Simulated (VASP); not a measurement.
# GaSb (F-43m) in VASP: a series of runs

The runs below take GaSb through band structure, with PBE, LDA.

Program: VASP 6.6.1. These are calculated values, not measurements. Logs are shortened: lines on timing, memory, paths and dates and some standing lists are left out, and cuts for length are marked.

**Measured values to compare with.**

From a printed reference work, data compilation, for a bulk crystal of GaSb at 4.2 K: band gap 0.811 eV (direct).

How close the calculation comes is told below.

## (1) Starting point

It takes space group F-43m (No. 216, cubic). The conventional cell has a = 6.115 Å, b = 6.115 Å, c = 6.115 Å, α = 90.00°, β = 90.00°, γ = 90.00°. Ga (site symmetry -43m) is surrounded by 4 Sb at 2.65 Å. Sb (site symmetry -43m) is surrounded by 4 Ga at 2.65 Å.

## (2) Band structure, PBE

File INCAR:

```
PREC = Accurate ; ENCUT = 520
EDIFF = 1E-6 ; ISMEAR = 0
SIGMA = 0.03 ; LREAL = F
LASPH = T ; NELM = 80
ALGO = Normal ; ISIF = 2
LWAVE = F ; LCHARG = F
GGA = PE ; KPAR = 4
```

File KPOINTS:

```
Automatic mesh
0
Gamma
  10 10 10
```

File POSCAR:

```
GaSb                                    
1.0
   -0.0000000000      3.0573977434      3.0573977434
    3.0573977434      0.0000000000      3.0573977434
    3.0573977434      3.0573977434      0.0000000000
  Ga              Sb            
     1     1
Direct
     1.0000000000000000    0.0000000000000000    0.0000000000000000
     0.2500000000000000    0.2500000000000000    0.2500000000000000
```

File KPOINTS_OPT:

```
explicit points
252
Reciprocal
 0.0000000000  0.0000000000  0.0000000000 1
 0.0357142857  0.0000000000  0.0357142857 1
 0.0714285714  0.0000000000  0.0714285714 1
 0.1071428571  0.0000000000  0.1071428571 1
 0.1428571429  0.0000000000  0.1428571429 1
 0.1785714286  0.0000000000  0.1785714286 1
[... 244 lines left out ...]
 0.5120490500  0.0240980900  0.5120490500 1
 0.4879509500 -0.0240980900  0.4879509500 1
```

Potentials or basis: VASP PAW PBE potentials, release 64 (Ga_d, Sb).

Command:

```console
cat potpaw_PBE.64/Ga_d/POTCAR potpaw_PBE.64/Sb/POTCAR > POTCAR
mpirun -np 4 vasp_std > vasp.out
```

OUTCAR:

```text
PREC = Accurate
   ENCUT = 520
   EDIFF = 1E-6
   ISMEAR = 0
   LREAL = F
   LASPH = T
   NELM = 80
   ISIF = 2
   GGA = PE

 ion  position               nearest neighbor table
   1  0.000  0.000  0.000-   2 2.65   2 2.65   2 2.65   2 2.65
   2  0.250  0.250  0.250-   1 2.65   1 2.65   1 2.65   1 2.65

  LATTYP: Found a face centered cubic cell.
 ALAT       =     6.1147954868

  Lattice vectors:

 A1 = (   0.0000000000,   3.0573977434,   3.0573977434)
 A2 = (   3.0573977434,   0.0000000000,   3.0573977434)
 A3 = (   3.0573977434,   3.0573977434,   0.0000000000)

Analysis of symmetry for initial positions (statically):
=====================================================================
 Subroutine PRICEL returns:
 Original cell was already a primitive cell.

 Routine SETGRP: Setting up the symmetry group for a
 face centered cubic supercell.

 Subroutine GETGRP returns: Found 24 space group operations
 (whereof 24 operations were pure point group operations)
 out of a pool of 48 trial point group operations.

The static configuration has the point symmetry T_d .

Analysis of symmetry for dynamics (positions and initial velocities):
=====================================================================
 Subroutine PRICEL returns:
 Original cell was already a primitive cell.

 Routine SETGRP: Setting up the symmetry group for a
 face centered cubic supercell.

 Subroutine GETGRP returns: Found 24 space group operations
 (whereof 24 operations were pure point group operations)
 out of a pool of 48 trial point group operations.

The dynamic configuration has the point symmetry T_d .

 Subroutine INISYM returns: Found 24 space group operations
 (whereof 24 operations are pure point group operations),
 and found     1 'primitive' translations

----------------------------------------------------------------------------------------

                                     Primitive cell

  volume of cell :      57.1592

  direct lattice vectors                    reciprocal lattice vectors
     0.000000000  3.057397743  3.057397743    -0.163537767  0.163537767  0.163537767
     3.057397743  0.000000000  3.057397743     0.163537767 -0.163537767  0.163537767
     3.057397743  3.057397743  0.000000000     0.163537767  0.163537767 -0.163537767

  length of vectors
     4.323813354  4.323813354  4.323813354     0.283255722  0.283255722  0.283255722

  position of ions in fractional coordinates (direct lattice)
     0.000000000  0.000000000  0.000000000
     0.250000000  0.250000000  0.250000000

  ion indices of the primitive-cell ions
   primitive index   ion index
                 1           1
                 2           2

----------------------------------------------------------------------------------------

 KPOINTS: Automatic mesh

Automatic generation of k-mesh.
 Grid dimensions read from file:
 generate k-points for:   10   10   10

 Generating k-lattice:

  Cartesian coordinates                     Fractional coordinates (reciprocal lattice)
    -0.016353777  0.016353777  0.016353777     0.100000000  0.000000000  0.000000000
     0.016353777 -0.016353777  0.016353777     0.000000000  0.100000000  0.000000000
     0.016353777  0.016353777 -0.016353777     0.000000000  0.000000000  0.100000000

  Length of vectors
     0.028325572  0.028325572  0.028325572

  Shift w.r.t. Gamma in fractional coordinates (k-lattice)
     0.000000000  0.000000000  0.000000000

 Subroutine IBZKPT returns following result:
 ===========================================

 Found     47 irreducible k-points:

 Following reciprocal coordinates:
            Coordinates               Weight
  0.000000  0.000000  0.000000      1.000000
  0.100000  0.000000  0.000000      8.000000
  0.200000  0.000000  0.000000      8.000000
  0.300000  0.000000  0.000000      8.000000
  0.400000  0.000000  0.000000      8.000000
  0.500000  0.000000  0.000000      4.000000
[... 16 lines left out ...]
  0.300000  0.300000  0.000000      6.000000
  0.400000  0.300000  0.000000     24.000000
 [... further k-points ...]
   k-points           NKPTS =     47   k-points in BZ     NKDIM =     47   number of bands    NBANDS=     13
   number of dos      NEDOS =    301   number of ions     NIONS =      2
   total plane-waves  NPLWV =  32768
   dimension x,y,z NGX =    32 NGY =   32 NGZ =   32
   dimension x,y,z NGXF=    64 NGYF=   64 NGZF=   64
   ions per type =               1   1
   NGX,Y,Z   is equivalent  to a cutoff of  12.30, 12.30, 12.30 a.u.
   NGXF,Y,Z  is equivalent  to a cutoff of  24.61, 24.61, 24.61 a.u.
 SYSTEM =  unknown system
   PREC   = accura    normal or accurate (medium, high low for compatibility)
   ISTART =      0    job   : 0-new  1-cont  2-samecut
   ICHARG =      2    charge: 1-file 2-atom 10-const
   ISPIN  =      1    spin polarized calculation?
   LNONCOLLINEAR =      F non collinear calculations
   LSORBIT =      F    spin-orbit coupling
   LASPH  =      T    aspherical Exc in radial PAW
   ENCUT  =  520.0 eV  38.22 Ry    6.18 a.u.   8.04  8.04  8.04*2*pi/ulx,y,z
   NELM   =     80;   NELMIN=  2; NELMDL= -5     # of ELM steps
   EDIFF  = 0.1E-05   stopping-criterion for ELM
   LREAL  =      F    real-space projection
   EDIFFG = 0.1E-04   stopping-criterion for IOM
   NSW    =      0    number of steps for IOM
   IBRION =     -1    ionic relax: 0-MD 1-quasi-New 2-CG
   NFREE  =      0    steps in history (QN), initial steepest desc. (CG)
   ISIF   =      2    stress and relaxation
   ISYM   =      2    0-nonsym 1-usesym 2-fastsym
   POTIM  = 0.5000    time-step for ionic-motion
   TEBEG  =    0.0;   TEEND  =   0.0 temperature during run
   PSTRESS=    0.0 pullay stress
   NELECT =      18.0000    total number of electrons
   NUPDOWN=      -1.0000    fix difference up-down
   EMIN   =  10.00;   EMAX   =-10.00  energy-range for DOS
   EFERMI =   0.00;   METHOD = LEGACY
   ISMEAR =     0;   SIGMA  =   0.03  broadening in eV -4-tet -1-fermi 0-gaus
   EFERMI_NEDOS =   21; number of points for ismear=-14 and -15
   IALGO  =     38    algorithm
   IMIX   =      4    mixing-type and parameters
     AMIX     =   0.40;   BMIX     =  1.00
     AMIX_MAG =   1.60;   BMIX_MAG =  1.00
  volume/ion in A,a.u.               =      28.58       192.86
  Fermi-wavevector in a.u.,A,eV,Ry     =   1.113791  2.104760 16.878442  1.240531
  Thomas-Fermi vector in A             =   2.250379
   LORBIT       =      0    0 simple, 1 ext, 2 COOP (PROOUT), +10 PAW based schemes
   GGA     = PE    functional components
   LHFCALC =     F    Hartree Fock is set to
   AEXX    =    0.0000 exact exchange contribution
   IVDW    =     0    specifies the selected vdW correction
   LEPSILON=     F    determine dielectric tensor
   LRPA    =     F    only Hartree local field effects (RPA)
 non-spin polarized calculation
 Gauss-broadening in eV      SIGMA  =   0.03
  energy-cutoff  :      520.00
  volume of cell :       57.16
 maximum number of plane-waves:      1572
   NGX = 17   NGY = 17   NGZ = 17

 number of electron      17.9999985 magnetization

 Free energy of the ion-electron system (eV)
  ---------------------------------------------------
  ext. energy  EPLUGINS =         0.00000000
  ---------------------------------------------------
  free energy    TOTEN  =        -7.34984141 eV

  energy without entropy =       -7.34981146  energy(sigma->0) =       -7.34982643

 E-fermi :   4.9166     XC(G=0):  -9.0963

 val. band max:        4.8856504065   @ k =   0.0000   0.0000   0.0000
 cond. band min:       4.9332381306   @ k =   0.0000   0.0000   0.0000
 fundamental gap:      0.0475877241
 Fermi energy:         4.9166127063

 k-point     1 :       0.0000    0.0000    0.0000
  band No.  band energies     occupation
      1     -10.1514      2.00000
      2     -10.1514      2.00000
      3     -10.1514      2.00000
      4     -10.1014      2.00000
      5     -10.1014      2.00000
      6      -6.6016      2.00000
      7       4.8856      1.85561
      8       4.8857      1.85559
      9       4.8857      1.85559
     10       4.9332      0.43320
     11       7.6616      0.00000
     12       7.6616      0.00000
     13       7.6616      0.00000

 k-point     2 :       0.1000    0.0000    0.0000
  band No.  band energies     occupation
      1     -10.1541      2.00000
      2     -10.1502      2.00000
      3     -10.1502      2.00000
      4     -10.1015      2.00000
      5     -10.1015      2.00000
      6      -6.4987      2.00000
      7       3.3013      2.00000
      8       4.7133      2.00000
      9       4.7133      2.00000
     10       5.8680      0.00000
     11       7.8976      0.00000
     12       7.8976      0.00000
     13       8.0582      0.00000

 k-point     3 :       0.2000    0.0000    0.0000
  band No.  band energies     occupation
      1     -10.1611      2.00000
      2     -10.1472      2.00000
      3     -10.1472      2.00000
      4     -10.1018      2.00000
      5     -10.1018      2.00000
      6      -6.1989      2.00000
      7       1.6368      2.00000
      8       4.3589      2.00000
      9       4.3589      2.00000
     10       5.8324      0.00000
     11       8.3515      0.00000
     12       8.3515      0.00000
     13       9.3233      0.00000
[... 305 lines left out ...]
 k-point    23 :       0.3000    0.3000    0.0000
  band No.  band energies     occupation
      1     -10.1822      2.00000
      2     -10.1353      2.00000
      3     -10.1353      2.00000
      4     -10.1087      2.00000
      5     -10.0987      2.00000
      6      -5.4182      2.00000
      7       0.0751      2.00000
      8       2.8982      2.00000
      9       2.8982      2.00000
     10       5.9418      0.00000
     11       7.2675      0.00000
     12      11.1574      0.00000
     13      11.1574      0.00000

 k-point    24 :       0.4000    0.3000    0.0000
  band No.  band energies     occupation
      1     -10.1874      2.00000
      2     -10.1328      2.00000
      3     -10.1323      2.00000
      4     -10.1098      2.00000
      5     -10.0984      2.00000
      6      -4.9901      2.00000
      7      -0.7045      2.00000
      8       2.3861      2.00000
      9       2.6992      2.00000
     10       6.1248      0.00000
     11       7.1817      0.00000
     12      11.0815      0.00000
     13      11.5886      0.00000

 [... further k-points ...]

------------------------ aborting loop because EDIFF is reached ----------------------------------------

  FORCE on cell =-STRESS in cart. coord.  units (eV):
  Direction    XX          YY          ZZ          XY          YZ          ZX
  --------------------------------------------------------------------------------------
  -------------------------------------------------------------------------------------
  Total        0.8808918      0.8808918      0.8808918     -0.0000000      0.0000000     -0.0000000
  in kB       24.6914921     24.6914921     24.6914921     -0.0000000      0.0000000     -0.0000000
  external PRESSURE =      24.6914921 kB  Pullay stress =       0.0000000 kB

 VOLUME and BASIS-vectors are now :
 -----------------------------------------------------------------------------
  energy-cutoff  :      520.00
  volume of cell :       57.16
      direct lattice vectors                 reciprocal lattice vectors
     0.000000000  3.057397743  3.057397743    -0.163537767  0.163537767  0.163537767
     3.057397743  0.000000000  3.057397743     0.163537767 -0.163537767  0.163537767
     3.057397743  3.057397743  0.000000000     0.163537767  0.163537767 -0.163537767

 POSITION                                       TOTAL-FORCE (eV/Angst)
 -----------------------------------------------------------------------------------
      0.00000      0.00000      0.00000        -0.000000     -0.000000     -0.000000
      1.52870      1.52870      1.52870         0.000000      0.000000      0.000000
 -----------------------------------------------------------------------------------
    total drift:                                0.000002      0.000002      0.000002

  FREE ENERGIE OF THE ION-ELECTRON SYSTEM (eV)
  ---------------------------------------------------
  free  energy   TOTEN  =        -7.3498414094 eV

  energy  without entropy=       -7.3498114590  energy(sigma->0) =       -7.34982643
```

Run time: 20 s. Hardware: 4 MPI ranks of Intel Xeon 6975P-C (Granite Rapids), shared host; peak memory 0.21 GiB.

Results:

| Quantity | Value |
| --- | --- |
| Free energy | -7.3498 eV |
| Pressure | 2.5 GPa |
| Band gap on the k mesh | 0.05 eV, direct |
| Band gap along the path | 0.05 eV, direct |

Levels at the corners of the path, in eV from the valence-band top:
| point | band 6 | band 7 | band 8 | band 9 | band 10 | band 11 | band 12 | band 13 |
| --- | --- | --- | --- | --- | --- | --- | --- | --- |
| Γ | -11.49 | 0.00 | 0.00 | 0.00 | 0.05 | 2.78 | 2.78 | 2.78 |
| X | -9.03 | -6.82 | -2.58 | -2.58 | 0.90 | 1.25 | 8.69 | 8.69 |
| X | -9.03 | -6.82 | -2.58 | -2.58 | 0.90 | 1.25 | 8.69 | 8.69 |
| W | -8.98 | -6.69 | -3.36 | -3.14 | 3.69 | 4.32 | 4.41 | 4.74 |
| W | -8.98 | -6.69 | -3.36 | -3.14 | 3.69 | 4.32 | 4.41 | 4.74 |
| K | -9.09 | -6.64 | -3.62 | -2.20 | 1.41 | 3.88 | 6.61 | 6.81 |
| K | -9.09 | -6.64 | -3.62 | -2.20 | 1.41 | 3.88 | 6.61 | 6.81 |
| Γ | -11.49 | 0.00 | 0.00 | 0.00 | 0.05 | 2.78 | 2.78 | 2.78 |
| Γ | -11.49 | 0.00 | 0.00 | 0.00 | 0.05 | 2.78 | 2.78 | 2.78 |
| L | -9.86 | -6.37 | -1.16 | -1.16 | 0.41 | 3.75 | 3.75 | 6.47 |
| L | -9.86 | -6.37 | -1.16 | -1.16 | 0.41 | 3.75 | 3.75 | 6.47 |
| U | -9.09 | -6.64 | -3.62 | -2.20 | 1.41 | 3.88 | 6.61 | 6.81 |
| U | -9.09 | -6.64 | -3.62 | -2.20 | 1.41 | 3.88 | 6.61 | 6.81 |
| W | -8.98 | -6.69 | -3.36 | -3.14 | 3.69 | 4.32 | 4.41 | 4.74 |
| W | -8.98 | -6.69 | -3.36 | -3.14 | 3.69 | 4.32 | 4.41 | 4.74 |
| L | -9.86 | -6.37 | -1.16 | -1.16 | 0.41 | 3.75 | 3.75 | 6.47 |
| L | -9.86 | -6.37 | -1.16 | -1.16 | 0.41 | 3.75 | 3.75 | 6.47 |
| K | -9.09 | -6.64 | -3.62 | -2.20 | 1.41 | 3.88 | 6.61 | 6.81 |
| U | -9.09 | -6.64 | -3.62 | -2.20 | 1.41 | 3.88 | 6.61 | 6.81 |
| X | -9.03 | -6.82 | -2.58 | -2.58 | 0.90 | 1.25 | 8.69 | 8.69 |

Caveat: spin-orbit coupling is left out, which moves the levels of the heavy elements.

## (3) Band structure, LDA

Changes to INCAR since step 2:

```diff
@@ -6,2 +6,2 @@
 LWAVE = F ; LCHARG = F
-GGA = PE ; KPAR = 4
+GGA = CA ; KPAR = 4
```

KPOINTS is that of step 2.

POSCAR is that of step 2.

KPOINTS_OPT is that of step 2.

Potentials or basis: VASP PAW LDA potentials, release 64 (Ga_d, Sb).

Command:

```console
cat potpaw_LDA.64/Ga_d/POTCAR potpaw_LDA.64/Sb/POTCAR > POTCAR
mpirun -np 4 vasp_std > vasp.out
```

It took 21 s on 4 MPI ranks of Intel Xeon 6975P-C (Granite Rapids), shared host; peak memory 0.19 GiB.

Results (log left out):

```
Free energy             : -8.6646 eV
Pressure                : -1.5 GPa
Band gap along the path : none (metal or under the smearing width)
```

Levels at the corners of the path, in eV from the Fermi level:
```csv
point,band 7,band 8,band 9,band 10,band 11,band 12
Γ,-0.12,-0.01,-0.01,-0.01,2.74,2.74
X,-6.87,-2.59,-2.59,0.82,1.15,8.58
X,-6.87,-2.59,-2.59,0.82,1.15,8.58
W,-6.73,-3.38,-3.16,3.61,4.23,4.33
W,-6.73,-3.38,-3.16,3.61,4.23,4.33
K,-6.69,-3.65,-2.21,1.32,3.79,6.49
K,-6.69,-3.65,-2.21,1.32,3.79,6.49
Γ,-0.12,-0.01,-0.01,-0.01,2.74,2.74
Γ,-0.12,-0.01,-0.01,-0.01,2.74,2.74
L,-6.42,-1.17,-1.17,0.29,3.71,3.71
L,-6.42,-1.17,-1.17,0.29,3.71,3.71
U,-6.69,-3.65,-2.21,1.32,3.79,6.49
U,-6.69,-3.65,-2.21,1.32,3.79,6.49
W,-6.73,-3.38,-3.16,3.61,4.23,4.33
W,-6.73,-3.38,-3.16,3.61,4.23,4.33
L,-6.42,-1.17,-1.17,0.29,3.71,3.71
L,-6.42,-1.17,-1.17,0.29,3.71,3.71
K,-6.69,-3.65,-2.21,1.32,3.79,6.49
U,-6.69,-3.65,-2.21,1.32,3.79,6.49
X,-6.87,-2.59,-2.59,0.82,1.15,8.58
```

Caveat: spin-orbit coupling is left out, which moves the levels of the heavy elements; this crystal is a semiconductor, whose small gap the functional closes, so the metal is an error of the method.

## (4) Against experiment

Step 2. A measured gap of GaSb is 0.811 eV (direct; 4.2 K; a printed reference work, data compilation); the calculated 0.05 eV misses it by -0.76 eV. Spin-orbit coupling on Ga, Sb is left out. The value is that of PBE, without temperature or zero-point motion. Semilocal functionals fall short of measured gaps as a rule.

Step 3. Against the measured gap of GaSb, 0.811 eV (direct; 4.2 K; a printed reference work, data compilation), the calculated 0.00 eV is off by -0.81 eV. Spin-orbit coupling on Ga, Sb is left out. The value is that of LDA, without temperature or zero-point motion. Semilocal functionals fall short of measured gaps as a rule.
